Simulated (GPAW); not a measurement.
# ZrC (Fm-3m) in GPAW: convergence with k mesh

Aim: find how far k mesh must go before the results for ZrC settle, at PBE. This setting moves, with any that are tied to it; all else stays.

Everything below comes from runs of GPAW 26.7.0. Logs are shortened: lines on timing, memory, paths and dates and some standing lists are left out, and cuts for length are marked. The log counts tension as positive stress, the text compression.

## (1) The structure

The structure is cubic, space group Fm-3m (No. 225). The conventional cell has a = 4.730 Å, b = 4.730 Å, c = 4.730 Å, α = 90.00°, β = 90.00°, γ = 90.00°. Zr (site symmetry m-3m) has 6 C at 2.37 Å as nearest neighbours. Around C (site symmetry m-3m) lie 6 Zr at 2.37 Å.

## (2) With k mesh 2 × 2 × 2

File run.py:

```python
from ase.dft.bandgap import bandgap
from ase.io import read, write
from ase.units import GPa
from gpaw import GPAW, PW

atoms = read('POSCAR')

calc = GPAW(mode=PW(800),
            xc='PBE',
            kpts={'size': (2, 2, 2), 'gamma': True},
            occupations={'name': 'fermi-dirac', 'width': 0.05},
            nbands=18,
            convergence={'density': 1e-05, 'energy': 1e-05},
            maxiter=100,
            txt='gpaw.txt')
atoms.calc = calc
energy = atoms.get_potential_energy()
forces = atoms.get_forces()
stress = atoms.get_stress()
calc.write('gs.gpw')
write('result.traj', atoms)
print(f'Energy: {energy:.6f} eV')
print('Forces (eV/A):')
print(forces.round(4))
print('Stress (GPa):', (stress / GPa).round(3))
print('Fermi level:', round(calc.get_fermi_level(), 4), 'eV')
print(f'Gap: {bandgap(calc)[0]:.4f} eV, direct: {bandgap(calc, direct=True)[0]:.4f} eV')
```

File POSCAR:

```
ZrC
1.0
    0.0000000000      2.3650000000      2.3650000000
    2.3650000000      0.0000000000      2.3650000000
    2.3650000000      2.3650000000      0.0000000000
Zr C
1 1
Direct
    0.5000000000      0.5000000000      0.5000000000
    0.0000000000      0.0000000000      0.0000000000
```

Potentials or basis: GPAW PAW data sets (gpaw-data 1.2.1), pw.

Started as:

```console
$ OMP_NUM_THREADS=1 python run.py
```

gpaw.txt:

```text
__  _  _
 | _ |_)|_||  |
 |__||  | ||/\| - 26.7.0

Input parameters:
  mode=PW(ecut=800.0),
  convergence={'density': 1e-05, 'energy': 1e-05},
  kpts=MonkhorstPack(size=(2, 2, 2), gamma=True),
  maxiter=100,
  nbands=18,
  occupations=Occupations(name='fermi-dirac', width=0.05),
  xc=XC(name='PBE')

Diagonalizing LCAO Hamiltonian
Converting LCAO to pw mode

               Zr

       C

Atoms  # Å, Bohr magnetons
|   | symbol |        x |        y |        z |    initial magnetic moments |
|---|--------|----------|----------|----------|-----------------------------|
| 0 |     Zr | 2.365000 | 2.365000 | 2.365000 | ( 0.0000,  0.0000,  0.0000) |
| 1 |      C | 0.000000 | 0.000000 | 0.000000 | ( 0.0000,  0.0000,  0.0000) |

Unit cell  # Å
| periodic |        x |        y |        z |  lengths |    angles |
|----------|----------|----------|----------|----------|-----------|
|      yes | 0.000000 | 2.365000 | 2.365000 | 3.344615 | 60.000000 |
|      yes | 2.365000 | 0.000000 | 2.365000 | 3.344615 | 60.000000 |
|      yes | 2.365000 | 2.365000 | 0.000000 | 3.344615 | 60.000000 |

Number of symmetries: 48
Symmetry operations  # r_c * U_cc + t_c -> r_c
|    | kind |            matrix            |
|----|------|------------------------------|
|  0 |  σ   |  1, 0, 0,  1, 0,-1,  1,-1, 0 |
|  1 |  C2  |  1, 0, 0,  1,-1, 0,  1, 0,-1 |
|  2 |  E   |  1, 0, 0,  0, 1, 0,  0, 0, 1 |
|  3 |  σ   |  1, 0, 0,  0, 0, 1,  0, 1, 0 |
|  4 |  C4  |  1, 0,-1,  1, 0, 0,  1,-1, 0 |
|  5 |  S6  |  1, 0,-1,  1,-1, 0,  1, 0, 0 |
|  6 |  σ   |  1, 0,-1,  0, 1,-1,  0, 0,-1 |
|  7 |  C3  |  1, 0,-1,  0, 0,-1,  0, 1,-1 |
|  8 |  S6  |  1,-1, 0,  1, 0, 0,  1, 0,-1 |
|  9 |  C4  |  1,-1, 0,  1, 0,-1,  1, 0, 0 |
| 10 |  C3  |  1,-1, 0,  0,-1, 1,  0,-1, 0 |
| 11 |  σ   |  1,-1, 0,  0,-1, 0,  0,-1, 1 |
| 12 |  σ   |  0, 1, 0,  1, 0, 0,  0, 0, 1 |
| 13 |  C4  |  0, 1, 0,  0, 1,-1, -1, 1, 0 |
| 14 |  C3  |  0, 1, 0,  0, 0, 1,  1, 0, 0 |
| 15 |  S6  |  0, 1, 0, -1, 1, 0,  0, 1,-1 |
| 16 |  C2  |  0, 1,-1,  1, 0,-1,  0, 0,-1 |
| 17 |  σ   |  0, 1,-1,  0, 1, 0, -1, 1, 0 |
| 18 |  S4  |  0, 1,-1,  0, 0,-1,  1, 0,-1 |
| 19 |  C4  |  0, 1,-1, -1, 1, 0,  0, 1, 0 |
| 20 |  C3  |  0, 0, 1,  1, 0, 0,  0, 1, 0 |
| 21 |  σ   |  0, 0, 1,  0, 1, 0,  1, 0, 0 |
| 22 |  S6  |  0, 0, 1,  0,-1, 1, -1, 0, 1 |
| 23 |  C4  |  0, 0, 1, -1, 0, 1,  0,-1, 1 |
| 24 |  S4  |  0, 0,-1,  1, 0,-1,  0, 1,-1 |
| 25 |  C3  |  0, 0,-1,  0, 1,-1,  1, 0,-1 |
| 26 |  C2  |  0, 0,-1,  0,-1, 0, -1, 0, 0 |
| 27 |  S6  |  0, 0,-1, -1, 0, 0,  0,-1, 0 |
| 28 |  S4  |  0,-1, 1,  1,-1, 0,  0,-1, 0 |
| 29 |  C4  |  0,-1, 1,  0, 0, 1, -1, 0, 1 |
| 30 |  C2  |  0,-1, 1,  0,-1, 0,  1,-1, 0 |
| 31 |  σ   |  0,-1, 1, -1, 0, 1,  0, 0, 1 |
| 32 |  C3  |  0,-1, 0,  1,-1, 0,  0,-1, 1 |
| 33 |  S6  |  0,-1, 0,  0, 0,-1, -1, 0, 0 |
| 34 |  S4  |  0,-1, 0,  0,-1, 1,  1,-1, 0 |
| 35 |  C2  |  0,-1, 0, -1, 0, 0,  0, 0,-1 |
| 36 |  C2  | -1, 1, 0,  0, 1, 0,  0, 1,-1 |
| 37 |  S6  | -1, 1, 0,  0, 1,-1,  0, 1, 0 |
| 38 |  S4  | -1, 1, 0, -1, 0, 1, -1, 0, 0 |
| 39 |  C3  | -1, 1, 0, -1, 0, 0, -1, 0, 1 |
| 40 |  S6  | -1, 0, 1,  0, 0, 1,  0,-1, 1 |
| 41 |  C2  | -1, 0, 1,  0,-1, 1,  0, 0, 1 |
| 42 |  C3  | -1, 0, 1, -1, 1, 0, -1, 0, 0 |
| 43 |  S4  | -1, 0, 1, -1, 0, 0, -1, 1, 0 |
| 44 |  C2  | -1, 0, 0,  0, 0,-1,  0,-1, 0 |
| 45 |  i   | -1, 0, 0,  0,-1, 0,  0, 0,-1 |
| 46 |  σ   | -1, 0, 0, -1, 1, 0, -1, 0, 1 |
| 47 |  C2  | -1, 0, 0, -1, 0, 1, -1, 1, 0 |

BZ-sampling:
  Number of BZ points: 8
  Number of IBZ points: 3

  Monkhorst-Pack size: [2, 2, 2]
  Monkhorst-Pack shift: [0.25, 0.25, 0.25]

K-points  # in reciprocal-cell coordinates
|   |                                coordinates |     weight |
|---|--------------------------------------------|------------|
| 0 | (  0.00000000,   0.00000000,   0.00000000) | 0.12500000 |
| 1 | (  0.50000000,   0.50000000,   0.00000000) | 0.37500000 |
| 2 | (  0.50000000,   0.50000000,   0.50000000) | 0.50000000 |

Plane wave coefficients: 1380
Cutoff: 800.0 eV

Spin-components: 1 (collinear spins)
Bands:           18
Projectors:      11
Spin-degeneracy: 2
Datatype:        complex128

Parallelization:
  kpt:    1
  domain: 1
  band:   1

Density:
  Valence electrons: 16.0
  Components: 1
  Grid points: [24 24 24]
  Charge: 0.0  # |e|

Potential:
  Grid points: [24 24 24]

species:
  Zr:
    name:    Zirconium
    Z:       40.0
    valence: 12
    core:    28
    charge:  0.0  # [|e|]
    compensation charges:
      type: gauss
      rc: 0.40  # [Å]
      lmax: 2
    cutoffs:
      filter: 2.39  # [Å]
      core: 1.59  # [Å]
    projectors
    | kind |    occ | energy [eV] | rcut [Å] |
    |------|--------|-------------|----------|
    |   4s |  2.000 |     -54.478 |    1.323 |
    |   5s |  2.000 |      -4.438 |    1.323 |
    |   4p |  6.000 |     -32.467 |    1.334 |
    |   5p |  0.000 |      -1.470 |    1.334 |
    |   4d |  2.000 |      -3.600 |    1.244 |
    |    d |        |      23.611 |    1.244 |

    Using partial waves for Zr as LCAO basis

  C:
    name:    Carbon
    Z:       6.0
    valence: 4
    core:    2
    charge:  0.0  # [|e|]
    compensation charges:
      type: gauss
      rc: 0.20  # [Å]
      lmax: 2
    cutoffs:
      filter: 1.14  # [Å]
      core: 1.14  # [Å]
    projectors
    | kind |    occ | energy [eV] | rcut [Å] |
    |------|--------|-------------|----------|
    |   2s |  2.000 |     -13.751 |    0.635 |
    |   2p |  2.000 |      -5.284 |    0.635 |
    |    s |        |      13.461 |    0.635 |
    |    p |        |      21.927 |    0.635 |
    |    d |        |       0.000 |    0.635 |

    Using partial waves for C as LCAO basis

Reference energy: -98921.199351  # eV

eigensolver:
  PPCG
  Converge bands: occupied
  niter=2

density mixing:
  MSR1-Mixer
  Pratt-step length: 0.05
  Maximum mixing coefficient: 0.75
  Old densities: 10
  SVD Regularization: 0.005
  Good broyden scale: 1.0
  Trust region scale: 1.0
  Backstep threshold: 4.0
  History deletion threshold: 6.0
  Fourier metric: weight=20.0, sigma=0.015

occupation numbers:
  Fermi-Dirac:
    width: 0.0500  # eV

poisson solver:
  ecut: 6400.0  # eV

xc functional:
  name: PBE with 2 nearest neighbor stencil

convergence criteria:
- Maximum integral of absolute [dens]ity change: 1e-05 electrons / valence electron
- Maximum [total energy] change in last 3 cyles: 1e-05 eV / valence electron
- Maximum integral of absolute [eigenst]ate change: 4e-08 eV^2 / valence electron
maximum number of iterations: 100

SCF iterations
|iter     | |      energy | eigst |  dens |
|---------|-|-------------|-------|-------|
|iter:   1| |  -19.055209 | +0.03 |       |
|iter:   2| |  -18.593546 | -1.65 | -0.88 |
|iter:   3| |  -17.237390 | -1.15 | -0.93 |
|iter:   4| |  -17.242253 | -2.75 | -1.59 |
|iter:   5| |  -17.245813 | -3.29 | -1.87 |
|iter:   6| |  -17.245818 | -5.34 | -3.22 |
|iter:   7| |  -17.245822c| -6.72 | -3.76 |
|iter:   8| |  -17.245823c| -7.39 | -4.21 |
|iter:   9| |  -17.245823c| -8.90c| -5.55c|

Converged in 9 steps
Energy contributions relative to reference atoms: (reference = -98921.199351)

Energy contributions:
  Kinetic:          14.003019
  Coulomb:         -15.347260
  Zero:              0.323623
  External:          0.000000
  Xc:              -16.224858
  Entropy:          -0.000695
  Spinorbit:         0.000000
  ----------------------------
  Free energy:     -17.246170
  Extrapolated:    -17.245823

dipole moment: (-9.396631, -9.396631, -9.396631)  # |e|*Ang

Fermi level: 10.851
Eigenvalues  # (at kpt = [0.000, 0.000, 0.000])
| band index |      eig [eV] | occ [0-2] |
|------------|---------------|-----------|
|          0 |       -38.242 |     2.000 |
|          1 |       -15.951 |     2.000 |
|          2 |       -15.951 |     2.000 |
|          3 |       -15.951 |     2.000 |
|          4 |        -0.851 |     2.000 |
|          5 |        11.190 |     0.002 |
|          6 |        11.190 |     0.002 |
|          7 |        11.190 |     0.002 |
|          8 |        11.416 |     0.000 |
|          9 |        11.416 |     0.000 |
|         10 |        11.416 |     0.000 |
|         11 |        12.851 |     0.000 |
|         12 |        12.851 |     0.000 |
|        ... |               |           |
|         17 |        32.180 |     0.000 |

No gap
No difference between direct/indirect transitions

Forces  # eV/Ang
|       x |        y |        z |
|---------|----------|----------|
| 0.00000 |  0.00000 | -0.00000 |  # Zr   0
| 0.00000 | -0.00000 | -0.00000 |  # C    1

Stress tensor  # eV/Ang^3
|         x |         y |         z |
|-----------|-----------|-----------|
| -0.022038 | -0.000000 | -0.000000 |
| -0.000000 | -0.022038 |  0.000000 |
| -0.000000 |  0.000000 | -0.022038 |

# Writing to gs.gpw (mode='')
```

stdout:

```text
Energy: -17.245823 eV
Forces (eV/A):
[[ 0.  0. -0.]
 [ 0. -0. -0.]]
Stress (GPa): [-3.531 -3.531 -3.531  0.    -0.    -0.   ]
Fermi level: 10.8507 eV
Gap: 0.0000 eV, direct: 0.0000 eV
```

Wall time 2.4 s (1 thread of AMD EPYC 9R45 (Zen 5), shared host); peak memory 0.16 GiB.

What came out:

- Free energy: -17.2462 eV
- Pressure: 3.5 GPa
- Band gap on the k mesh: none (metal or under the smearing width)

## (3) With k mesh 3 × 3 × 3

Edit run.py of step 2 so:

```diff
@@ -9,3 +9,3 @@
             xc='PBE',
-            kpts={'size': (2, 2, 2), 'gamma': True},
+            kpts={'size': (3, 3, 3), 'gamma': True},
             occupations={'name': 'fermi-dirac', 'width': 0.05},
```

POSCAR is that of step 2.

Potentials or basis: GPAW PAW data sets (gpaw-data 1.2.1), pw.

Started as:

```console
$ OMP_NUM_THREADS=1 python run.py
```

Wall time 2.8 s (1 thread of AMD EPYC 9R45 (Zen 5), shared host); peak memory 0.16 GiB.

What came out:

```
Free energy            : -18.2102 eV
Pressure               : -3.4 GPa
Band gap on the k mesh : none (metal or under the smearing width)
```

## (4) With k mesh 4 × 4 × 4

Edit run.py of step 3 so:

```diff
@@ -9,3 +9,3 @@
             xc='PBE',
-            kpts={'size': (3, 3, 3), 'gamma': True},
+            kpts={'size': (4, 4, 4), 'gamma': True},
             occupations={'name': 'fermi-dirac', 'width': 0.05},
```

POSCAR is that of step 3.

Started as:

```console
$ OMP_NUM_THREADS=1 python run.py
```

Run time: 3.3 s. Hardware: 1 thread of AMD EPYC 9R45 (Zen 5), shared host; peak memory 0.16 GiB.

What came out:

* Free energy: -18.3504 eV
* Pressure: -4.7 GPa
* Band gap on the k mesh: none (metal or under the smearing width)

## (5) With k mesh 5 × 5 × 5

Edit run.py of step 4 so:

```diff
@@ -9,3 +9,3 @@
             xc='PBE',
-            kpts={'size': (4, 4, 4), 'gamma': True},
+            kpts={'size': (5, 5, 5), 'gamma': True},
             occupations={'name': 'fermi-dirac', 'width': 0.05},
```

POSCAR is that of step 4.

Started as:

```console
$ OMP_NUM_THREADS=1 python run.py
```

Wall time 3.8 s (1 thread of AMD EPYC 9R45 (Zen 5), shared host); peak memory 0.16 GiB.

The run converged. Its results:

| Quantity | Value |
| --- | --- |
| Free energy | -18.3588 eV |
| Pressure | -3.8 GPa |
| Band gap on the k mesh | none (metal or under the smearing width) |

## (6) With k mesh 6 × 6 × 6

Edit run.py of step 5 so:

```diff
@@ -9,3 +9,3 @@
             xc='PBE',
-            kpts={'size': (5, 5, 5), 'gamma': True},
+            kpts={'size': (6, 6, 6), 'gamma': True},
             occupations={'name': 'fermi-dirac', 'width': 0.05},
```

POSCAR is that of step 5.

Potentials or basis: GPAW PAW data sets (gpaw-data 1.2.1), pw.

Started as:

```console
$ OMP_NUM_THREADS=1 python run.py
```

It took 4.5 s on 1 thread of AMD EPYC 9R45 (Zen 5), shared host; peak memory 0.16 GiB.

It converged, with:

| Item | Value |
| --- | --- |
| Free energy | -18.3874 eV |
| Pressure | -3.8 GPa |
| Band gap on the k mesh | none (metal or under the smearing width) |

## (7) With k mesh 7 × 7 × 7

Edit run.py of step 6 so:

```diff
@@ -9,3 +9,3 @@
             xc='PBE',
-            kpts={'size': (6, 6, 6), 'gamma': True},
+            kpts={'size': (7, 7, 7), 'gamma': True},
             occupations={'name': 'fermi-dirac', 'width': 0.05},
```

POSCAR is that of step 6.

Started as:

```console
$ OMP_NUM_THREADS=1 python run.py
```

Wall time 5.1 s (1 thread of AMD EPYC 9R45 (Zen 5), shared host); peak memory 0.16 GiB.

It converged, with:

* Free energy: -18.3924 eV
* Pressure: -3.9 GPa
* Band gap on the k mesh: none (metal or under the smearing width)

## (8) With k mesh 9 × 9 × 9

Edit run.py of step 7 so:

```diff
@@ -9,3 +9,3 @@
             xc='PBE',
-            kpts={'size': (7, 7, 7), 'gamma': True},
+            kpts={'size': (9, 9, 9), 'gamma': True},
             occupations={'name': 'fermi-dirac', 'width': 0.05},
```

POSCAR is that of step 7.

Started as:

```console
$ OMP_NUM_THREADS=1 python run.py
```

It took 7.6 s on 1 thread of AMD EPYC 9R45 (Zen 5), shared host; peak memory 0.17 GiB.

It converged, with:

```yaml
Free_energy: -18.3949 eV
Pressure: -3.9 GPa
Band_gap_on_the_k_mesh: none (metal or under the smearing width)
```

## (9) With k mesh 11 × 11 × 11

Edit run.py of step 8 so:

```diff
@@ -9,3 +9,3 @@
             xc='PBE',
-            kpts={'size': (9, 9, 9), 'gamma': True},
+            kpts={'size': (11, 11, 11), 'gamma': True},
             occupations={'name': 'fermi-dirac', 'width': 0.05},
```

POSCAR is that of step 8.

Potentials or basis: GPAW PAW data sets (gpaw-data 1.2.1), pw.

Started as:

```console
$ OMP_NUM_THREADS=1 python run.py
```

Wall time 11 s (1 thread of AMD EPYC 9R45 (Zen 5), shared host); peak memory 0.18 GiB.

The run converged. Its results:

* Free energy: -18.3954 eV
* Pressure: -3.8 GPa
* Band gap on the k mesh: none (metal or under the smearing width)

## (10) With k mesh 13 × 13 × 13

Edit run.py of step 9 so:

```diff
@@ -9,3 +9,3 @@
             xc='PBE',
-            kpts={'size': (11, 11, 11), 'gamma': True},
+            kpts={'size': (13, 13, 13), 'gamma': True},
             occupations={'name': 'fermi-dirac', 'width': 0.05},
```

POSCAR is that of step 9.

Started as:

```console
$ OMP_NUM_THREADS=1 python run.py
```

It took 15 s on 1 thread of AMD EPYC 9R45 (Zen 5), shared host; peak memory 0.2 GiB.

Results (log left out):

```yaml
Free_energy: -18.3971 eV
Pressure: -3.8 GPa
Band_gap_on_the_k_mesh: none (metal or under the smearing width)
```

## (11) Summary

| k mesh | energy less the tightest run, at zero smearing (meV/atom) | pressure (GPa) | SCF cycles | CPU time (s) | peak memory (GiB) |
| --- | --- | --- | --- | --- | --- |
| 2 × 2 × 2 | 575.02 | 3.53 | 9 | 2.4 | 0.16 |
| 3 × 3 × 3 | 99.09 | -3.36 | 11 | 2.8 | 0.16 |
| 4 × 4 × 4 | 23.39 | -4.67 | 10 | 3.3 | 0.16 |
| 5 × 5 × 5 | 21.17 | -3.77 | 10 | 3.8 | 0.16 |
| 6 × 6 × 6 | 4.83 | -3.76 | 9 | 4.5 | 0.16 |
| 7 × 7 × 7 | 2.73 | -3.85 | 9 | 5.1 | 0.16 |
| 9 × 9 × 9 | 1.12 | -3.87 | 9 | 7.6 | 0.17 |
| 11 × 11 × 11 | 1.03 | -3.81 | 9 | 11 | 0.18 |
| 13 × 13 × 13 | 0.00 | -3.83 | 9 | 15 | 0.2 |

Against the tightest run, the pressure stays within 0.1 GPa from 5 × 5 × 5 on. Not settled before the last step: the energy (to 1 meV/atom). Meshes of other sizes hit other points, so gaps and Fermi surfaces needn't settle smoothly. The tightest run that finished is the yardstick and may itself not be fully converged.
